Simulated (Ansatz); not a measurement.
Ge:

```xyz
1
Lattice="1.3971 -2.6005 0.0000 1.3971 2.6005 0.0000 0.0000 0.0000 2.6982" Properties=species:S:1:pos:R:3 pbc="T T T"
Ge    1.3971    0.0000    0.0000
```

This isn't the form of Ge at room conditions, which is diamond.

- Program: Ansatz 0.2.0
- Task: relaxation of cell and atoms
- Functional: PBEsol
- Potentials or basis: Ansatz PAW
- Cutoff: 420 eV (not typed: the program's choice for these potentials)
- k mesh: 11 × 11 × 10
- Occupations: fermi-dirac, width 0.05 eV
- Spin: no spin polarisation

At the start: volume 19.61 Å³/atom.

Q: How do energy, volume and symmetry change on relaxing?

A: It ends after 7 steps and the volume is 18.40 Å³/atom (-6.2 %); space group Cmmm (No. 65, to 0.05 Å).

Step by step:
| step | energy change (eV) | largest force (eV/Å) | volume (Å³) |
| --- | --- | --- | --- |
| 1 | 0.0000 | 0.0000 | 19.61 |
| 2 | -0.0193 | 0.0000 | 18.07 |
| 3 | -0.0208 | 0.0000 | 18.41 |
| 4 | -0.0209 | 0.0000 | 18.40 |
| 5 | -0.0211 | 0.0000 | 18.39 |
| 6 | -0.0211 | 0.0000 | 18.40 |
| 7 | -0.0208 | 0.0000 | 18.40 |

Final structure:
```
Ge
1.0
     1.39925   -2.46141    0.00000
     1.39925    2.46141    0.00000
     0.00000    0.00000    2.67091
Ge
1
Direct
  0.50000 0.50000 0.00000
```

Caveat: the plane-wave basis is chosen anew once the cell has moved, so the energies of steps on either side of that aren't comparable; the PAW data sets come from PBE, with cores solved anew for the run's functional, which leaves a small shift of forces and pressure.
